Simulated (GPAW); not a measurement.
# Re in GPAW: convergence with plane-wave cutoff (eV)

Re:

```xyz
2
Lattice="2.7608 0.0000 0.0000 -1.3804 2.3909 0.0000 0.0000 0.0000 4.4582" Properties=species:S:1:pos:R:3 pbc="T T T"
Re    1.3804    0.7970    3.3436
Re    0.0000    1.5939    1.1145
```

| Property | Result |
| --- | --- |
| Program | GPAW 26.7.0 |
| Task | convergence study |
| Functional | PBE |
| Potentials or basis | JTH PAW 2.0, PBE |
| Cutoff | 200 eV |
| Basis | pw |
| k mesh | 8 × 8 × 5 |
| Occupations | fermi-dirac, width 0.05 eV |
| Spin | no spin polarisation |

These are the settings of the first run; the series varies plane-wave cutoff (eV), with any setting tied to it.

Hardware: 1 thread of Arm Neoverse V1, with other jobs on the host.

Task: The values tried are 200, 250, 300, 350, 400, 500, 600, 800, 1000, loosest first. From which on does the largest force stay within 0.005 eV/Å of the tightest run that finished?

Result: From 250 on.

| plane-wave cutoff (eV) | energy less the tightest run, at zero smearing (meV/atom) | pressure (GPa) | largest force (eV/Å) | SCF cycles | CPU time (s) | peak memory (GiB) |
| --- | --- | --- | --- | --- | --- | --- |
| 200 | 3380.21 | -183.39 | 0.062 | 9 | 8.5 | 0.12 |
| 250 | 703.36 | -19.37 | 0.000 | 9 | 10 | 0.13 |
| 300 | 413.96 | -0.55 | 0.000 | 9 | 11 | 0.13 |
| 350 | 269.64 | -0.15 | 0.000 | 9 | 11 | 0.13 |
| 400 | 155.01 | 1.62 | 0.000 | 9 | 14 | 0.14 |
| 500 | 41.38 | 3.99 | 0.000 | 9 | 17 | 0.15 |
| 600 | 5.05 | 6.29 | 0.000 | 9 | 19 | 0.16 |
| 800 | 2.20 | 5.65 | 0.000 | 9 | 29 | 0.19 |
| 1000 | 0.00 | 6.41 | 0.000 | 9 | 44 | 0.21 |

Not settled before the last step: the energy (to 1 meV/atom), the pressure (to 0.1 GPa). The tightest run that finished is the yardstick and may itself not be fully converged.

Caveat, for the tightest run too: the program truncates these outside data sets. Spin-orbit coupling is left out, which matters for the levels of Re.
